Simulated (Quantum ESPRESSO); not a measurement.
Crystal: CuO.

```xyz
4
Lattice="3.1755 0.0000 0.0000 0.0000 3.1755 0.0000 0.0000 0.0000 4.6495" Properties=species:S:1:pos:R:3 pbc="T T T"
Cu    0.0000    0.0000    0.0000
Cu    1.5877    1.5877    0.0000
O     1.5877    0.0000    1.2414
O     0.0000    1.5877    3.4081
```

The cell was built by a generator and needn't be a form met in nature.

Base run:

* Program: Quantum ESPRESSO 7.5
* Functional: PBE
* Potentials or basis: SSSP 1.3 efficiency PBE
* Cutoff: 748 eV
* Density cutoff: 5987 eV
* k mesh: 8 × 8 × 6
* Occupations: fermi-dirac, width 0.05 eV
* Spin: no spin polarisation

Its results: band gap on the k mesh none (metal or under the smearing width); pressure 16.8 GPa; largest force 0.884 eV/Å.

After a change of settings the same cell gave: band gap on the k mesh none (metal or under the smearing width); pressure 10.5 GPa; largest force 1.241 eV/Å. Which change was it?
A. potentials or basis from SSSP 1.3 efficiency PBE to Ansatz NC SR PBE; cutoff from 748 eV to 1252 eV; density cutoff from 5987 eV to 5007 eV; valence electrons from 34 to 50
B. functional from PBE to PBEsol; potentials or basis from SSSP 1.3 efficiency PBE to GBRV 1.5 PBEsol; cutoff from 748 eV to 762 eV; density cutoff from 5987 eV to 6095 eV; valence electrons from 34 to 50
C. functional from PBE to LDA; potentials or basis from SSSP 1.3 efficiency PBE to GBRV 1.5 LDA; cutoff from 748 eV to 762 eV; density cutoff from 5987 eV to 6095 eV; valence electrons from 34 to 50

B.

Caveats: the run has no spin polarisation, though such a crystal can be magnetic; semilocal functionals often make such compounds metallic where correlation or magnetic order opens a gap, which also shifts bond lengths; so large a pressure means that the cell lies far from this level's equilibrium, or that cutoff or potentials fall short (some runs); some levels on the path didn't converge (some runs); forces of over 1 eV/Å show positions far from the minimum, so gaps and moduli don't describe the material at rest (some runs).

Not every run made on this cell is shown here.
